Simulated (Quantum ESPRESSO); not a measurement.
**SrO in Quantum ESPRESSO: the effect of functional**

Crystal: SrO.

```xyz
2
Lattice="0.0000 2.5663 2.5663 2.5663 0.0000 2.5663 2.5663 2.5663 0.0000" Properties=species:S:1:pos:R:3 pbc="T T T"
Sr    2.5663    2.5663    2.5663
O     0.0000    0.0000    0.0000
```

Alike in all runs:

| Item | Value |
| --- | --- |
| Program | Quantum ESPRESSO 7.5 |
| Task | dielectric tensor |
| Cutoff | 612 eV |
| Density cutoff | 4898 eV |
| k mesh | 6 × 6 × 6, shifted |
| Occupations | fermi-dirac, width 0.05 eV |
| Spin | no spin polarisation |

Q: One run gave: pressure -3.8 GPa; dielectric constant 3.85 mean. Which functional did it use?
A. LDA
B. WC
C. PBE
D. PBEsol
E. BLYP

A: A.

```tsv
functional	potentials or basis	pressure (GPa)	dielectric constant (mean)
LDA	GBRV 1.5 LDA	-3.8	3.85
PBE	GBRV 1.5 PBE	3.4	3.79
PBEsol	GBRV 1.5 PBEsol	-0.5	3.86
WC	GBRV 1.5 PBE	-0.3	3.86
BLYP	GBRV 1.5 PBE	6.4	3.68
AM05	GBRV 1.5 PBE	0.7	3.84
```

Caveats: the cell is more than 3 GPa from zero pressure, which shifts response properties (some runs); the potentials were made for another functional, which shifts forces and pressure (some runs).
